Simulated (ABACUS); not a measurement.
Crystal: Cl.

```
Cl
1.0
     3.14500   -2.25000    0.00000
     3.14500    2.25000    0.00000
     0.00000    0.00000    8.21000
Cl
4
Direct
  0.37000 0.63000 0.40000
  0.13000 0.87000 0.90000
  0.63000 0.37000 0.60000
  0.87000 0.13000 0.10000
```

* Program: ABACUS 3.10.1
* Task: single point
* Functional: PBEsol
* Potentials or basis: PseudoDojo NC SR 0.4.1 PBEsol standard
* Cutoff: 789 eV
* Density cutoff: 3157 eV
* Basis: plane waves
* k mesh: 7 × 7 × 4
* Occupations: fermi-dirac, width 0.05 eV
* Spin: no spin polarisation

On this cell: pressure -0.9 GPa; largest force 0.189 eV/Å; band gap on the k mesh 2.41 eV, indirect (least direct gap 2.46 eV).

The same run follows on a disturbed copy (atoms moved at random, drawn with an rms of 0.05 Å):

```
Cl
1.0
     3.14500   -2.25000    0.00000
     3.14500    2.25000    0.00000
     0.00000    0.00000    8.21000
Cl
4
Direct
  0.38678 0.62888 0.40016
  0.12135 0.88168 0.90159
  0.62675 0.36759 0.60135
  0.86819 0.13529 0.09859
```

Question: What changes?

Answer: The energy moves by +0.5 meV/atom; pressure 0.0 GPa; largest force 0.515 eV/Å; band gap on the k mesh 2.53 eV, indirect (least direct gap 2.57 eV).

Forces in eV/Å, atoms in the order of the input:
```
Cl  -0.031 -0.012 -0.109
Cl  -0.007 -0.206 -0.470
Cl   0.030  0.001  0.111
Cl   0.007  0.217  0.467
```

Stress tensor (GPa, compression positive):
```
 0.13 -0.01  0.03
-0.01 -0.27  0.55
 0.03  0.55  0.06
```

Caveats: an odd mesh through Γ misses points on the zone boundary, where band edges often lie.
